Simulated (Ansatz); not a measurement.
A (010) slab of TiSi2 (Cmcm (No. 63)), 9 planes, outer planes Ti (top) and Ti (bottom), with 10 atoms (Ti4Si6) in a surface cell of A = 12.698 Å², as cut from the bulk:

```
CELL_PARAMETERS angstrom
3.54761 0.00000 0.00000
0.00000 3.57922 0.00000
0.00000 0.00000 24.57875
ATOMIC_POSITIONS crystal
Ti 0.50000 0.25000 0.30514
Si 0.00000 0.75000 0.32944
Si 0.00000 0.25000 0.39470
Ti 0.50000 0.75000 0.41900
Si 0.50000 0.25000 0.49991
Si 0.00000 0.75000 0.50009
Ti 0.00000 0.25000 0.58100
Si 0.50000 0.75000 0.60530
Si 0.50000 0.25000 0.67056
Ti 0.00000 0.75000 0.69486
```

Computed with DFT PBE, scalar-relativistic, plane waves, PAW in Ansatz 0.2.0. Plane waves to 420 eV, a k mesh through Γ of 10×10×1 on the computed 10-atom cell and Gaussian smearing (0.10 eV); no spin polarisation. The cell repeats along c with a dipole correction in the vacuum.

The relaxed slab holds 3 formula units of TiSi₂ and 1 further Ti. Against those formula units in the bulk and the further Ti in its standard state it lies 1.643 eV higher. The formation energy of TiSi₂ from the standard states is -1.698 eV a formula unit (uncorrected, no zero-point or thermal terms).

(1) Over what range can the chemical potential of Ti vary, and what is the surface energy at both ends?

(2) How does its energy depend on growth conditions?

Results:

(1) In contact with the bulk, μ(Ti) + 2μ(Si) is fixed. With Δμ counted from the standard states, Δμ(Ti) ≤ 0 keeps elemental Ti from forming, and Δμ(Si) ≤ 0 requires Δμ(Ti) ≥ ΔH = -1.698 eV. Other compounds of Ti and Si can narrow this range. Then γ, the mean of both faces, = [1.643 eV − 1.00·Δμ(Ti)]/(2A). At the Ti-rich end (Δμ = 0): 1.643/(2 × 12.698) × 16.02 = 1.04 J/m². At the Ti-poor end: (1.643 + 1.698)/(2 × 12.698) × 16.02 = 2.11 J/m².

(2) It carries an excess of Ti, so its energy falls by 0.63 J/m² for each eV that μ(Ti) rises: Ti-rich conditions lower it; whether it appears depends on the other terminations.

The reference crystal is a form of TiSi2, which isn't its usual structure.